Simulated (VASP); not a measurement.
# InAs (F-43m) in VASP: notebook

The runs below take InAs through single point, with PBEsol.

All numbers are computed with VASP 6.6.1; they aren't measurements. Logs are shortened: lines on timing, memory, paths and dates and some standing lists are left out, and cuts for length are marked.

**Measured values to compare with.**

From a printed reference work, data compilation, for a bulk crystal of InAs at 4.2 K: band gap 0.418 eV (direct).

The results are compared with them further down.

**1. The cell of the first run**

Symmetry: F-43m, No. 216, cubic system. The conventional cell has a = 6.048 Å, b = 6.048 Å, c = 6.048 Å, α = 90.00°, β = 90.00°, γ = 90.00°. In (site symmetry -43m) has 4 As at 2.62 Å within 3.5 Å. Within 3.5 Å of As (site symmetry -43m) lie 4 In at 2.62 Å.

**2. Single point, PBEsol**

INCAR reads:

```
SYSTEM = InAs
PREC = Accurate
ENCUT = 520
EDIFF = 1E-7
ISMEAR = 0
SIGMA = 0.15
LREAL = .False.
LASPH = .True.
NELM = 60
ALGO = Normal
ISIF = 2
LWAVE = .False.
LCHARG = .True.
GGA = PS
LELF = .True.
LVHAR = .True.
NBANDS = 16
```

KPOINTS reads:

```
Automatic mesh
0
Gamma
  14 14 14
  0 0 0
```

POSCAR reads:

```
InAs
1.0
    0.0000000000      3.0240000000      3.0240000000
    3.0240000000      0.0000000000      3.0240000000
    3.0240000000      3.0240000000      0.0000000000
In As
1 1
Direct
    0.0000000000      0.0000000000      0.0000000000
    0.7500000000      0.7500000000      0.7500000000
```

Potentials or basis: VASP PAW PBE potentials, release 64 (In_d, As).

The run is started by

```console
$ cat potpaw_PBE.64/In_d/POTCAR potpaw_PBE.64/As/POTCAR > POTCAR
$ mpirun -np 1 vasp_std > vasp.out
```

OUTCAR:

```text
SYSTEM = InAs
   PREC = Accurate
   ENCUT = 520
   EDIFF = 1E-7
   ISMEAR = 0
   LREAL = .False.
   LASPH = .True.
   NELM = 60
   ISIF = 2
   GGA = PS

 ion  position               nearest neighbor table
   1  0.000  0.000  0.000-   2 2.62   2 2.62   2 2.62   2 2.62
   2  0.750  0.750  0.750-   1 2.62   1 2.62   1 2.62   1 2.62

  LATTYP: Found a face centered cubic cell.
 ALAT       =     6.0480000000

  Lattice vectors:

 A1 = (   0.0000000000,   3.0240000000,   3.0240000000)
 A2 = (   3.0240000000,   0.0000000000,   3.0240000000)
 A3 = (   3.0240000000,   3.0240000000,   0.0000000000)

Analysis of symmetry for initial positions (statically):
[... 5 lines left out ...]
 face centered cubic supercell.

 Subroutine GETGRP returns: Found 24 space group operations
 (whereof 24 operations were pure point group operations)
 out of a pool of 48 trial point group operations.

The static configuration has the point symmetry T_d .

Analysis of symmetry for dynamics (positions and initial velocities):
[... 5 lines left out ...]
 face centered cubic supercell.

 Subroutine GETGRP returns: Found 24 space group operations
 (whereof 24 operations were pure point group operations)
 out of a pool of 48 trial point group operations.

The dynamic configuration has the point symmetry T_d .

 Subroutine INISYM returns: Found 24 space group operations
 (whereof 24 operations are pure point group operations),
 and found     1 'primitive' translations

----------------------------------------------------------------------------------------

                                     Primitive cell

  volume of cell :      55.3064

  direct lattice vectors                    reciprocal lattice vectors
     0.000000000  3.024000000  3.024000000    -0.165343915  0.165343915  0.165343915
     3.024000000  0.000000000  3.024000000     0.165343915 -0.165343915  0.165343915
     3.024000000  3.024000000  0.000000000     0.165343915  0.165343915 -0.165343915

  length of vectors
     4.276581813  4.276581813  4.276581813     0.286384062  0.286384062  0.286384062

  position of ions in fractional coordinates (direct lattice)
     0.000000000  0.000000000  0.000000000
     0.750000000  0.750000000  0.750000000

  ion indices of the primitive-cell ions
   primitive index   ion index
                 1           1
                 2           2

----------------------------------------------------------------------------------------

 KPOINTS: Automatic mesh

Automatic generation of k-mesh.
 Grid dimensions read from file:
 generate k-points for:   14   14   14

 Generating k-lattice:

  Cartesian coordinates                     Fractional coordinates (reciprocal lattice)
    -0.011810280  0.011810280  0.011810280     0.071428571  0.000000000  0.000000000
     0.011810280 -0.011810280  0.011810280     0.000000000  0.071428571  0.000000000
     0.011810280  0.011810280 -0.011810280     0.000000000  0.000000000  0.071428571

  Length of vectors
     0.020456004  0.020456004  0.020456004

  Shift w.r.t. Gamma in fractional coordinates (k-lattice)
     0.000000000  0.000000000  0.000000000

 Subroutine IBZKPT returns following result:
 ===========================================

 Found    104 irreducible k-points:

 Following reciprocal coordinates:
            Coordinates               Weight
  0.000000  0.000000  0.000000      1.000000
  0.071429  0.000000  0.000000      8.000000
  0.142857  0.000000  0.000000      8.000000
  0.214286  0.000000  0.000000      8.000000
  0.285714  0.000000  0.000000      8.000000
  0.357143  0.000000  0.000000      8.000000
[... 16 lines left out ...]
  0.214286  0.142857  0.000000     24.000000
  0.285714  0.142857  0.000000     24.000000
 [... further k-points ...]
   k-points           NKPTS =    104   k-points in BZ     NKDIM =    104   number of bands    NBANDS=     16
   number of dos      NEDOS =    301   number of ions     NIONS =      2
   total plane-waves  NPLWV =  32768
   dimension x,y,z NGX =    32 NGY =   32 NGZ =   32
   dimension x,y,z NGXF=    64 NGYF=   64 NGZF=   64
   ions per type =               1   1
   NGX,Y,Z   is equivalent  to a cutoff of  12.44, 12.44, 12.44 a.u.
   NGXF,Y,Z  is equivalent  to a cutoff of  24.88, 24.88, 24.88 a.u.
 SYSTEM =  InAs
   PREC   = accura    normal or accurate (medium, high low for compatibility)
   ISTART =      0    job   : 0-new  1-cont  2-samecut
   ICHARG =      2    charge: 1-file 2-atom 10-const
   ISPIN  =      1    spin polarized calculation?
   LNONCOLLINEAR =      F non collinear calculations
   LSORBIT =      F    spin-orbit coupling
   LASPH  =      T    aspherical Exc in radial PAW
   ENCUT  =  520.0 eV  38.22 Ry    6.18 a.u.   7.95  7.95  7.95*2*pi/ulx,y,z
   NELM   =     60;   NELMIN=  2; NELMDL= -5     # of ELM steps
   EDIFF  = 0.1E-06   stopping-criterion for ELM
   LREAL  =      F    real-space projection
   EDIFFG = 0.1E-05   stopping-criterion for IOM
   NSW    =      0    number of steps for IOM
   IBRION =     -1    ionic relax: 0-MD 1-quasi-New 2-CG
   NFREE  =      0    steps in history (QN), initial steepest desc. (CG)
   ISIF   =      2    stress and relaxation
   ISYM   =      2    0-nonsym 1-usesym 2-fastsym
   POTIM  = 0.5000    time-step for ionic-motion
   TEBEG  =    0.0;   TEEND  =   0.0 temperature during run
   PSTRESS=    0.0 pullay stress
   NELECT =      18.0000    total number of electrons
   NUPDOWN=      -1.0000    fix difference up-down
   EMIN   =  10.00;   EMAX   =-10.00  energy-range for DOS
   EFERMI =   0.00;   METHOD = LEGACY
   ISMEAR =     0;   SIGMA  =   0.15  broadening in eV -4-tet -1-fermi 0-gaus
   EFERMI_NEDOS =   21; number of points for ismear=-14 and -15
   IALGO  =     38    algorithm
   IMIX   =      4    mixing-type and parameters
     AMIX     =   0.40;   BMIX     =  1.00
     AMIX_MAG =   1.60;   BMIX_MAG =  1.00
  volume/ion in A,a.u.               =      27.65       186.61
  Fermi-wavevector in a.u.,A,eV,Ry     =   1.126092  2.128005 17.253320  1.268083
  Thomas-Fermi vector in A             =   2.262772
   LORBIT       =      0    0 simple, 1 ext, 2 COOP (PROOUT), +10 PAW based schemes
   GGA     = PS    functional components
   LHFCALC =     F    Hartree Fock is set to
   AEXX    =    0.0000 exact exchange contribution
   IVDW    =     0    specifies the selected vdW correction
   LEPSILON=     F    determine dielectric tensor
   LRPA    =     F    only Hartree local field effects (RPA)
 non-spin polarized calculation
 Gauss-broadening in eV      SIGMA  =   0.15
  energy-cutoff  :      520.00
  volume of cell :       55.31
 maximum number of plane-waves:      1524
   NGX = 15   NGY = 15   NGZ = 15

 number of electron      17.9999990 magnetization

 Free energy of the ion-electron system (eV)
  ---------------------------------------------------
  ext. energy  EPLUGINS =         0.00000000
  ---------------------------------------------------
  free energy    TOTEN  =        -8.48639460 eV

  energy without entropy =       -8.48622416  energy(sigma->0) =       -8.48630938

 E-fermi :   4.5051     XC(G=0):  -9.2821

 val. band max:        4.3675317877   @ k =   0.0000   0.0000   0.0000
 cond. band min:       5.0356488076   @ k =   0.0714   0.0000   0.0000
 fundamental gap:      0.6681170199
 Fermi energy:         4.5050595318

 k-point     1 :       0.0000    0.0000    0.0000
  band No.  band energies     occupation
      1      -9.9635      2.00000
      2      -9.9635      2.00000
      3      -9.9635      2.00000
      4      -9.8357      2.00000
      5      -9.8357      2.00000
      6      -7.5197      2.00000
[... 8 lines left out ...]
     15      14.0326      0.00000
     16      14.0326      0.00000

 k-point     2 :       0.0714    0.0000    0.0000
  band No.  band energies     occupation
      1      -9.9707      2.00000
      2      -9.9615      2.00000
      3      -9.9615      2.00000
      4      -9.8358      2.00000
      5      -9.8358      2.00000
      6      -7.4657      2.00000
[... 8 lines left out ...]
     15      13.5200      0.00000
     16      13.5200      0.00000

 k-point     3 :       0.1429    0.0000    0.0000
  band No.  band energies     occupation
      1      -9.9903      2.00000
      2      -9.9559      2.00000
      3      -9.9559      2.00000
      4      -9.8358      2.00000
      5      -9.8358      2.00000
      6      -7.3082      2.00000
[... 8 lines left out ...]
     15      13.0111      0.00000
     16      13.0111      0.00000

 k-point     4 :       0.2143    0.0000    0.0000
  band No.  band energies     occupation
      1     -10.0172      2.00000
      2      -9.9485      2.00000
      3      -9.9485      2.00000
      4      -9.8352      2.00000
      5      -9.8352      2.00000
      6      -7.0608      2.00000
[... 8 lines left out ...]
     15      12.8158      0.00000
     16      12.8158      0.00000

 k-point     5 :       0.2857    0.0000    0.0000
  band No.  band energies     occupation
      1     -10.0454      2.00000
      2      -9.9413      2.00000
      3      -9.9413      2.00000
      4      -9.8335      2.00000
      5      -9.8335      2.00000
      6      -6.7488      2.00000
[... 8 lines left out ...]
     15      13.0259      0.00000
     16      13.0259      0.00000

 k-point     6 :       0.3571    0.0000    0.0000
  band No.  band energies     occupation
      1     -10.0696      2.00000
      2      -9.9358      2.00000
      3      -9.9358      2.00000
      4      -9.8310      2.00000
      5      -9.8310      2.00000
      6      -6.4175      2.00000
[... 8 lines left out ...]
     15      13.6213      0.00000
     16      13.6213      0.00000
[... 267 lines left out ...]
 k-point    21 :      -0.0714    0.0714    0.0000
  band No.  band energies     occupation
      1      -9.9829      2.00000
      2      -9.9592      2.00000
      3      -9.9562      2.00000
      4      -9.8371      2.00000
      5      -9.8347      2.00000
      6      -7.3773      2.00000
[... 8 lines left out ...]
     15      12.8645      0.00000
     16      13.2960      0.00000

 k-point    22 :       0.1429    0.1429    0.0000
  band No.  band energies     occupation
      1     -10.0063      2.00000
      2      -9.9485      2.00000
      3      -9.9485      2.00000
      4      -9.8418      2.00000
      5      -9.8313      2.00000
      6      -7.2386      2.00000
[... 8 lines left out ...]
     15      13.2379      0.00000
     16      14.2516      0.00000

 k-point    23 :       0.2143    0.1429    0.0000
  band No.  band energies     occupation
      1     -10.0274      2.00000
      2      -9.9417      2.00000
      3      -9.9406      2.00000
      4      -9.8445      2.00000
      5      -9.8294      2.00000
      6      -7.0560      2.00000
[... 8 lines left out ...]
     15      13.8857      0.00000
     16      14.1110      0.00000

 k-point    24 :       0.2857    0.1429    0.0000
  band No.  band energies     occupation
      1     -10.0504      2.00000
      2      -9.9358      2.00000
      3      -9.9326      2.00000
      4      -9.8457      2.00000
      5      -9.8274      2.00000
      6      -6.7934      2.00000
[... 8 lines left out ...]
     15      14.0392      0.00000
     16      14.0951      0.00000

 [... further k-points ...]
[... 5 lines left out ...]
  --------------------------------------------------------------------------------------
  -------------------------------------------------------------------------------------
  Total        0.4204836      0.4204836      0.4204836     -0.0000000      0.0000000      0.0000000
  in kB       12.1810380     12.1810380     12.1810380     -0.0000000      0.0000000      0.0000000
  external PRESSURE =      12.1810380 kB  Pullay stress =       0.0000000 kB

 VOLUME and BASIS-vectors are now :
 -----------------------------------------------------------------------------
  energy-cutoff  :      520.00
  volume of cell :       55.31
      direct lattice vectors                 reciprocal lattice vectors
     0.000000000  3.024000000  3.024000000    -0.165343915  0.165343915  0.165343915
     3.024000000  0.000000000  3.024000000     0.165343915 -0.165343915  0.165343915
     3.024000000  3.024000000  0.000000000     0.165343915  0.165343915 -0.165343915

 POSITION                                       TOTAL-FORCE (eV/Angst)
 -----------------------------------------------------------------------------------
      0.00000      0.00000      0.00000         0.000000      0.000000      0.000000
      4.53600      4.53600      4.53600        -0.000000     -0.000000     -0.000000
 -----------------------------------------------------------------------------------
    total drift:                                0.000000      0.000000      0.000000

  FREE ENERGIE OF THE ION-ELECTRON SYSTEM (eV)
  ---------------------------------------------------
  free  energy   TOTEN  =        -8.4863945956 eV

  energy  without entropy=       -8.4862241600  energy(sigma->0) =       -8.48630938
```

Wall time 29 s (1 thread of Intel Xeon 6975P-C (Granite Rapids), shared host); peak memory 0.23 GiB.

What came out:

```
Free energy            : -8.4864 eV
Pressure               : 1.2 GPa
Band gap on the k mesh : zero (filled and empty bands touch)
```

Levels at points of the mesh, in eV from the Fermi level:
```tsv
k point	band 5	band 6	band 7	band 8	band 9	band 10	band 11	band 12	band 13	band 14
(0.00, 0.00, 0.00)	-14.34	-12.02	-0.42	-0.14	-0.14	-0.14	3.72	3.72	3.72	7.19
(0.50, 0.00, 0.00)	-14.33	-10.54	-5.95	-1.13	-1.13	0.74	4.48	4.48	6.58	8.77
(0.50, 0.50, 0.00)	-14.32	-9.99	-6.02	-2.48	-2.48	1.30	1.84	8.94	9.08	9.08
```

Caveat: the PAW data sets were made with another functional, which shifts forces and pressure a little; spin-orbit coupling is left out, which moves the levels of the heavy elements.

[end of part 1 of 2]
